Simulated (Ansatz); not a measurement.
The following input was run with Ansatz 0.2.0.

```yaml
crystal:
  lattice:
    - [2.2276988008, -1.9735780878, 0.089359051]
    - [2.2276988008, 1.9735780878, 0.089359051]
    - [-0.2261631968, 0.0, 2.9123147246]
  atoms:
    - { symbol: Hg, position: [0.5, 0.5, 0.5] }
basis:
  ecutwfc: 420
kpoints:
  mp_grid: { grid: [14, 14, 14] }
hamiltonian:
  xc: pbe
scf:
  occupations: { method: gaussian, width: 0.1 }
output:
  forces: true
  stress: true
  eigenvalues: true
```

Command:
```bash
ansatz run input.yaml --threads 1 --pin off --max-ram 1331MiB --backend cpu --events-out ev --progress --plain --runs-dir out
```

All numbers below come from Ansatz 0.2.0, DFT PBE, scalar-relativistic, plane waves, PAW.

Abridged output (iterations and final results):

```
SCF iter   1: F=—  HF=-13813.400491 eV  |F-HF|=—  |Δ(HF+E_count)|=         —  Δρ=7.05e-4  dr2=1.17e-4  ethr=1.77e-3  ⟨swp⟩=5.3  Hψ=53313  notcnv=0
SCF iter   2: F=—  HF=-13813.401039 eV  |F-HF|=—  |Δ(HF+E_count)|=   5.48e-4  Δρ=4.29e-4  dr2=4.82e-5  ethr=5.85e-7  ⟨swp⟩=2.5  Hψ=23990  notcnv=0
SCF iter   3: F=—  HF=-13813.401078 eV  |F-HF|=—  |Δ(HF+E_count)|=   3.85e-5  Δρ=9.05e-5  dr2=2.67e-6  ethr=2.41e-7  ⟨swp⟩=2.0  Hψ=14359  notcnv=0
SCF iter   4: F=—  HF=-13813.401080 eV  |F-HF|=—  |Δ(HF+E_count)|=   1.61e-6  Δρ=2.62e-5  dr2=1.12e-7  ethr=1.33e-8  ⟨swp⟩=2.0  Hψ=14846  notcnv=0
SCF iter   5: F=-13813.401080 eV  HF=-13813.401080 eV  |F-HF|=1.69e-10  |Δ(HF+E_count)|=   9.65e-8  Δρ=4.19e-6  dr2=6.12e-9  ethr=5.59e-10  ⟨swp⟩=2.1  Hψ=15320  notcnv=0
SCF iter   6: F=-13813.401080 eV  HF=-13813.401080 eV  |F-HF|=9.46e-11  |Δ(HF+E_count)|=   2.10e-9  Δρ=9.01e-7  dr2=2.84e-10  ethr=3.06e-11  ⟨swp⟩=2.0  Hψ=30318  notcnv=0
SCF 1 converged in 6 iterations: F = -13813.401080 eV  dr2 = 2.84e-10
SCF converged after 6 iterations
Free energy (F): -13813.401080 eV
Harris-Foulkes:  -13813.401080 eV  (|F-HF|=9.46e-11)
Internal energy: -13813.399252 eV  (E = F + TS)
E sigma→0 (E₀):  -13813.400166 eV
Entropy (-TS):   -0.001828 eV (-1.828 meV/atom)
Fermi energy:    13.351457 eV
--- Per-component energies (eV) ---
  E_band       = -418.728090
  E_kinetic    = 604.848538
  E_local      = -2715.652172  (includes V_loc(G=0)·N_el)
  E_nonlocal   = 71.957992
  E_hartree    = 1162.735217
  E_xc         = -220.955999
  E_vxc        = -262.981119  (∫ρ·V_xc dr)
  E_paw        = -9944.680394  (= ΣΔE_a)
  E_vpaw       = -442.371691  (= ΣTr[D̂ρ^β])
  E_aug_tail   = 0.000929  (compensation charges beyond the density's cutoff)
  E_ewald      = -2771.653363
  E_smearing   = -0.001828  (= −TS)
--- Forces (eV/Å), atoms counted from 1 ---
  atom   1  Hg     0.00000000     0.00000000     0.00000000
--- Stress (GPa, compression-positive) ---
        4.168371       0.000000      -0.098080
        0.000000       3.537625       0.000000
       -0.098080       0.000000       4.752971
  P = ⅓ Tr σ = 4.1530 GPa (41.530 kbar)
--- Band table (eV; the first three rows and the last of 744) ---
  k-point 0: bands = ["-101.5590", "-49.9771", "-49.9754", "-49.9737", "4.6659", "5.1013", "5.2319", "7.3284", "7.4052", "7.4597", "23.4394", "23.4592", "23.8911", "27.4266"]
  k-point 1: bands = ["-101.5589", "-49.9793", "-49.9763", "-49.9734", "4.7785", "5.1587", "5.2421", "7.3323", "7.3615", "7.4184", "22.8251", "23.5968", "23.5996", "27.8186"]
  k-point 2: bands = ["-101.5587", "-49.9886", "-49.9757", "-49.9727", "5.0095", "5.2709", "5.4301", "7.2416", "7.3032", "7.3447", "20.8672", "24.0047", "24.0518", "28.0943"]
  k-point 743: bands = ["-101.5541", "-50.0360", "-50.0256", "-50.0100", "5.5430", "5.7565", "5.7851", "8.0438", "8.1565", "17.1558", "18.0939", "18.2961", "19.3760", "22.1533"]
```

Self-consistency was reached.

Spin–orbit coupling is left out, which can shift energies with elements as heavy as these.